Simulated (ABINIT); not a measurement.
Input of an ABINIT 10.8.3 (patched build) run:

Contents of run.abi:

```
pp_dirpath "./"
pseudos "Si.upf"

acell 7.2401406968 7.240140697 11.9669212312
rprim
     1.0000000000     0.0000000000     0.0000000000
    -0.5000000000     0.8660254038     0.0000000000
     0.0000000000     0.0000000000     1.0000000000
ntypat 1
znucl 14
natom 4
typat 1 1 1 1
xred
     0.6666666667     0.3333333333     0.9369905000
     0.3333333333     0.6666666667     0.4369905000
     0.6666666667     0.3333333333     0.5630095000
     0.3333333333     0.6666666667     0.0630095000

ecut 12.0

kptopt 1
ngkpt 6 6 3
nshiftk 1
shiftk 0.0 0.0 0.0

ixc 7

nband 12
occopt 3
tsmear 0.05 eV

nstep 100
tolvrs 1.0e-10

iomode 3
prtwf 0
prtden 0
prteig 0
prtebands 0
enunit 2
prtvol 2
```

Potentials or basis: PseudoDojo NC SR LDA v0.4 stringent.

Command:

```console
$ abinit run.abi > log 2>&1
```

What does it give for the largest force?

0.020 eV/Å.

Predict the pressure.

-2.4 GPa.

Predict the band gap on the k mesh.

0.32 eV, indirect (least direct gap 0.92 eV).

Forces in eV/Å, atoms in the order of the input:
```
Si   0.000  0.000  0.020
Si   0.000  0.000  0.020
Si   0.000  0.000 -0.020
Si   0.000  0.000 -0.020
```

Caveat: the cutoff is short for stress, so the pressure is rough; an odd mesh through Γ misses points on the zone boundary, where band edges often lie.
